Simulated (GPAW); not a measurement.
CuO in GPAW: the effect of strain hydrostatic

CuO:

```
Cu O
1.0
     2.66615    0.00000    0.00000
    -1.33307    2.30895    0.00000
     0.00000    0.00000    2.60203
Cu O
1 1
Direct
  0.00000 0.00000 0.00000
  0.66667 0.33333 0.50000
```

Measurements of this composition are mostly on another form, of space group No. 15.

Alike in all runs:

| Quantity | Value |
| --- | --- |
| Program | GPAW 26.7.0 |
| Task | single point |
| Functional | PBE |
| Potentials or basis | GPAW PAW data sets (gpaw-data 1.2.1) |
| Cutoff | 800 eV |
| Basis | pw |
| k mesh | 11 × 11 × 10 |
| Occupations | fermi-dirac, width 0.05 eV |
| Spin | no spin polarisation |
| Maxiter | 150 |

| strain hydrostatic | pressure (GPa) |
| --- | --- |
| -0.06 | 51.4 |
| -0.04 | 29.4 |
| -0.02 | ? |
| -0.01 | 6.3 |
| 0 | 0.6 |
| 0.01 | -4.2 |
| 0.02 | -8.4 |
| 0.04 | -14.9 |
| 0.06 | -19.4 |

What does the run with strain hydrostatic -0.02 give?

Pressure 12.9 GPa.

Worked out: A parabola through the other rows of the pressure, of slope -745 GPa per unit of strain hydrostatic there, gives 14.0 GPa, against the run's 12.9.

Caveats: with this Cu data set, volumes or pressures lay over 1.5 % or 2 GPa off other programs in two to four cells of ten; the density grid can change from cell to cell, which puts small steps into energies and stress; an odd number of electrons without spin polarisation forces a metal; a magnetic or distorted state may lie lower; the run has no spin polarisation, though such a crystal can be magnetic.
